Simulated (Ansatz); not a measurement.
MoS2 in Ansatz: the effect of target pressure

MoS2:

```
Mo S
1.0
     1.58550    0.91539    6.11500
    -1.58550    0.91539    6.11500
     0.00000   -1.83078    6.11500
Mo S
1 2
Cartesian
  0.0000 0.0000 0.0000
  0.0000 0.0000 4.5862
  0.0000 0.0000 13.7587
```

Measurements of this composition are mostly on another form, of space group No. 194.

Alike in all runs:

* Program: Ansatz 0.2.0
* Task: relaxation of cell and atoms
* Functional: PBEsol
* Potentials or basis: Ansatz PAW
* Cutoff: 420 eV (not typed: the program's choice for these potentials)
* k mesh: 10 × 10 × 10
* Occupations: fermi-dirac, width 0.05 eV
* Spin: no spin polarisation

Each run relaxes the cell or the atoms first.

| target pressure | relaxed volume (Å³/atom) |
| --- | --- |
| 0 GPa | 17.20 |
| 2 GPa | 16.46 |
| 5 GPa | 15.79 |
| 10 GPa | 15.02 |
| 20 GPa | ? |
| 30 GPa | 13.30 |

Q: What does the run with target pressure 20 GPa give?

A: Relaxed volume 14.01 Å³/atom.

Worked out: In Murnaghan's law V^(-B') rises as a straight line in P. The other rows fit best with B' = 6.4, V0 = 17.15 Å³/atom and B0 = 47 GPa, which gives 13.97 Å³/atom at 20 GPa, against the run's 14.01.

Caveats: the plane-wave basis is chosen anew once the cell has moved, so the energies of steps on either side of that aren't comparable; the PAW data sets come from PBE, with cores solved anew for the run's functional, which leaves a small shift of forces and pressure; the volume moved by over 15 % at a fixed basis, so the end points are rough (some runs).
